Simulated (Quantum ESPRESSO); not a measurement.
The system is ZrS.

```
CELL_PARAMETERS angstrom
0.00000 2.62500 2.62500
2.62500 0.00000 2.62500
2.62500 2.62500 0.00000
ATOMIC_POSITIONS crystal
Zr 0.00000 0.00000 0.00000
S 0.50000 0.50000 0.50000
```

Base run:

| Quantity | Value |
| --- | --- |
| Program | Quantum ESPRESSO 7.5 |
| Functional | PBEsol |
| Potentials or basis | GBRV 1.5 PBEsol |
| Cutoff | 612 eV |
| Density cutoff | 4898 eV |
| k mesh | 9 × 9 × 9 |
| Occupations | fermi-dirac, width 0.05 eV |
| Spin | no spin polarisation |
| Hubbard terms | Zr d U = 3 eV |

Its results: band gap on the k mesh none (metal or under the smearing width); pressure -3.4 GPa.

After a change of settings the same cell gave: band gap on the k mesh none (metal or under the smearing width); pressure -0.8 GPa. Which change was it?
A. hubbard terms from Zr d U = 3 eV to Zr d U = 8 eV
B. hubbard terms from Zr d U = 3 eV to Zr d U = 5 eV
C. potentials or basis from GBRV 1.5 PBEsol to PseudoDojo 0.4.1 SR PBEsol standard; cutoff from 612 eV to 898 eV; density cutoff from 4898 eV to 3592 eV; hubbard terms from Zr d U = 3 eV to none; hubbard projectors from ortho-atomic to none
D. hubbard terms from Zr d U = 3 eV to none

B.

Caveats: U without spin polarisation on a metal has little footing.
